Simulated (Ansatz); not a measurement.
## Formation energy of HgTe in the zincblende structure

Method: PBE, scalar-relativistic; no spin polarisation; PAW, 420 eV, 10×10×10 k-mesh, Gaussian smearing of 0.05 eV; code Ansatz. The datasets are Ansatz's generated set soft_2.

The start was a prototype's sites filled with these elements; the Crystallography Open Database holds the compound in this structure.

It takes space group F-43m (No. 216, cubic). The conventional cell has a = 6.648 Å, b = 6.648 Å, c = 6.648 Å, α = 90.00°, β = 90.00°, γ = 90.00°. Hg (site symmetry -43m) has 4 Te at 2.88 Å as nearest neighbours. Te (site symmetry -43m) has 4 Hg at 2.88 Å as nearest neighbours. (Neighbours are counted to 15 % beyond the shortest distance.)

The elements were computed in their standard states with the same datasets, cutoff and functional. Total energies depend on the potentials used, so only differences within one code and one set of settings carry meaning.

Energy of the relaxed cell (2 atoms, smearing extrapolated to zero): -20793.749 eV. Elements, in eV/atom: Hg -13813.443, Te -6979.958.

Question: What is the formation energy?

Answer: [-20793.749 − (1 × -13813.443 + 1 × -6979.958)] / 2 = -0.17 eV/atom, or -17 kJ per mole of atoms.

The value is for 0 K, without zero-point energy. A negative value shows stability against the elements alone, not against other compounds or structures.

No spin–orbit coupling, a notable omission for heavy elements. At this volume the filled and empty bands only touch, so this is a zero-gap semimetal rather than a metal, and a semilocal functional can cause such a touching. The relaxed cell is 10 % larger in volume than the cell of this structure in the Crystallography Open Database (33.49 Å³/atom, 1987).
